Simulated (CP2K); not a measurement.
Runs of CP2K 2026.2 on AlN. The structure is cubic, space group Fm-3m (No. 225). The conventional cell has a = 4.069 Å, b = 4.069 Å, c = 4.069 Å, α = 90.00°, β = 90.00°, γ = 90.00°. Al (site symmetry m-3m) has 6 N at 2.03 Å as nearest neighbours. N (site symmetry m-3m) has 6 Al at 2.03 Å as nearest neighbours. Measurements of this composition are mostly on another form, of space group No. 186.

| level | potentials or basis | smearing | EPS_DEFAULT | NGRIDS | points a segment of the path (NPOINTS) | bands added on the path | CUTOFF of the grids | gap on the mesh (eV) | pressure (GPa) |
| --- | --- | --- | --- | --- | --- | --- | --- | --- | --- |
| TB-mBJ | POTENTIAL_UZH Al GTH-PBE-q3, N GTH-PBE-q5; TZVP-MOLOPT-PBE-GTH basis | fermi-dirac 0.1 eV | 1.0E-9 | 5 | 8 | 2 | 675 Ry | 5.53 | - |
| PBEsol | POTENTIAL_UZH Al GTH-PBE-q3, N GTH-PBE-q5; TZVP-MOLOPT-PBE-GTH basis | fermi-dirac 0.05 eV | 1.0E-9 | 4 | 8 | 2 | 450 Ry | 4.46 | -0.9 |
| LDA | GTH_POTENTIALS Al GTH-PADE-q3, N GTH-PADE-q5; TZVP-MOLOPT-PBE-GTH basis | fermi-dirac 0.05 eV | 1.0E-10 | 4 | 10 | 6 | 450 Ry | 4.32 | -10.9 |
| PBE | POTENTIAL_UZH Al GTH-PBE-q3, N GTH-PBE-q5; TZVP-MOLOPT-PBE-GTH basis | fermi-dirac 0.01 eV | 1.0E-9 | 5 | 10 | 4 | 450 Ry | (a) | -0.2 |
| r2SCAN | POTENTIAL_UZH Al GTH-SCAN-q3, N GTH-SCAN-q5; TZVP-MOLOPT-SCAN-GTH basis | fermi-dirac 0.05 eV | 1.0E-9 | 4 | 10 | 2 | 675 Ry | 5.21 | (b) |

Alike in all rows: task band structure; no spin polarisation; cell as given; k mesh 11 × 11 × 11.

**Question.** Fill in the values left out.

**Answer.** (a) 4.55; (b) -7.5.

Caveats: the mesh misses the band edges, which the band path finds closer together; the basis of atomic orbitals isn't converged, which shifts pressures, moduli and gaps; the potentials were made for another functional, which shifts forces and pressure (some runs); this is a model potential without an energy functional, so only levels have meaning (some runs).
